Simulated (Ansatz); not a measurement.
input.yaml (Ansatz)

```yaml
crystal:
  lattice:
    - [0.0, 3.4863654353, 3.4863654353]
    - [3.4863654353, 0.0, 3.4863654353]
    - [3.4863654353, 3.4863654353, 0.0]
  atoms:
    - { symbol: Te, position: [0.125, 0.125, 0.125] }
    - { symbol: Te, position: [0.875, 0.875, 0.875] }
hamiltonian:
  xc: rpbe
  pseudopotentials:
    kind: paw
    azcp:
      Te: "pseudopotentials/Te.paw.azcp"
basis:
  ecutwfc: 420
  fft_grid_basis: typed
kpoints:
  mp_grid: { grid: [9, 9, 9], shift: [0, 0, 0] }
magnetization:
  spin_polarized: false
scf:
  occupations: { method: fermi_dirac, width: 0.1 }
  lower_state_search: "off"
output:
  stress: true
```

and its output:

```
Engine: ansatz 0.2.0, x86_64-unknown-linux-gnu
Pseudopotentials: kind: paw
Pseudopotential: Te, paw, valence charge 16, recommended cutoff 420 eV (normal) 
Functional definition: RPBE
  parameter kappa = 0.804
  parameter beta = 0.06672455060314922
  exchange = rpbe_x(kappa = kappa, mu = beta*pi^2/3)
  correlation = pbe_c(beta = beta)
Crystal: 2 atoms, lattice volume = 84.752 Å³
Basis set: ecut = 420 eV, 1639 PW (Γ)
Bands: 20, of which v1, the nominal top of the filled ones, is band 16 counted from 1 (15 counted from 0)
Symmetry: 48 space group operations
Space group: Fd-3m (ITA 227), of the structure as read, at distance tolerance 4.4e-5 Å
k-points: 35 of 729
Non-local potential: Te, projectors of the file, l = 0: 2, l = 1: 2, l = 2: 2, l = 3: 2
PAW form: soft (Blöchl's): semilocal exchange-correlation on the pseudo side does not see the compensation charge
PAW frozen core: Te, regenerated for the run's functional, and the local potential with it (the file was generated under x = pbe(κ = 0.804, μ = 0.2195149727645171), c = pbe(β = 0.06672455060314922))
PAW one-centre angular grid: Te, 590 points (default); XC on 64 Gauss nodes
Initial density: superposition of atomic densities (neutral atoms: chi_scale 0, normalization atom), corrected by the library's trained network
Initial wavefunctions: pseudopotential atomic-orbital guess
Functional: x = rpbe, c = pbe(β = 0.06672455060314922)
SCF iter   1: F=—  HF=-13976.820281 eV  |F-HF|=—  |Δ(HF+E_count)|=         —  Δρ=1.67e-3  dr2=1.99e-3  ethr=1.77e-3  ⟨swp⟩=6.7  Hψ=3571  notcnv=0
SCF iter   2: F=—  HF=-13976.821811 eV  |F-HF|=—  |Δ(HF+E_count)|=   1.53e-3  Δρ=8.88e-4  dr2=5.11e-4  ethr=6.21e-6  ⟨swp⟩=2.5  Hψ=1691  notcnv=0
SCF iter   3: F=—  HF=-13976.821533 eV  |F-HF|=—  |Δ(HF+E_count)|=   2.78e-4  Δρ=2.14e-4  dr2=9.32e-5  ethr=1.60e-6  ⟨swp⟩=2.0  Hψ=1271  notcnv=0
SCF iter   4: F=—  HF=-13976.821623 eV  |F-HF|=—  |Δ(HF+E_count)|=   9.03e-5  Δρ=7.68e-5  dr2=6.08e-6  ethr=2.91e-7  ⟨swp⟩=2.0  Hψ=927  notcnv=0
SCF iter   5: F=—  HF=-13976.821625 eV  |F-HF|=—  |Δ(HF+E_count)|=   1.24e-6  Δρ=1.74e-5  dr2=2.76e-7  ethr=1.90e-8  ⟨swp⟩=2.1  Hψ=960  notcnv=0
SCF iter   6: F=-13976.821625 eV  HF=-13976.821625 eV  |F-HF|=3.64e-9  |Δ(HF+E_count)|=   5.67e-8  Δρ=2.52e-6  dr2=2.89e-9  ethr=3.13e-10  ⟨swp⟩=5.1  Hψ=2432  notcnv=0
SCF 1 converged in 6 iterations: F = -13976.821625 eV  dr2 = 2.89e-9
SCF converged after 6 iterations
Free energy (F): -13976.821625 eV
Harris-Foulkes:  -13976.821625 eV  (|F-HF|=3.64e-9)
Internal energy: -13976.753883 eV  (E = F + TS)
E sigma→0 (E₀):  -13976.787754 eV
Entropy (-TS):   -0.067742 eV (-33.871 meV/atom)
Fermi energy:    6.489389 eV
--- Per-component energies (eV) ---
  E_band       = -610.333720
  E_kinetic    = 360.003605
  E_local      = -3169.176056  (includes V_loc(G=0)·N_el)
  E_nonlocal   = -623.024157
  E_hartree    = 1892.389569
  E_xc         = -248.221608
  E_vxc        = -206.753832  (∫ρ·V_xc dr)
  E_paw        = -9340.780895  (= ΣΔE_a)
  E_vpaw       = -756.162521  (= ΣTr[D̂ρ^β])
  E_aug_tail   = -0.000336  (compensation charges beyond the density's cutoff)
  E_ewald      = -2847.866035
  E_core_change = -0.077969  (= ΣΔE_core)
  E_smearing   = -0.067742  (= −TS)
  E_closure    = 0.000000  (closes the sum)
  Σ components = -13976.821625   (vs F -13976.821625, Δ=0.00e0)
--- Stress (GPa, compression-positive) ---
        4.030124       0.000000       0.000000
       -0.000000       4.030124      -0.000000
       -0.000000      -0.000000       4.030124
  P = ⅓ Tr σ = 4.0301 GPa (40.301 kbar)
```
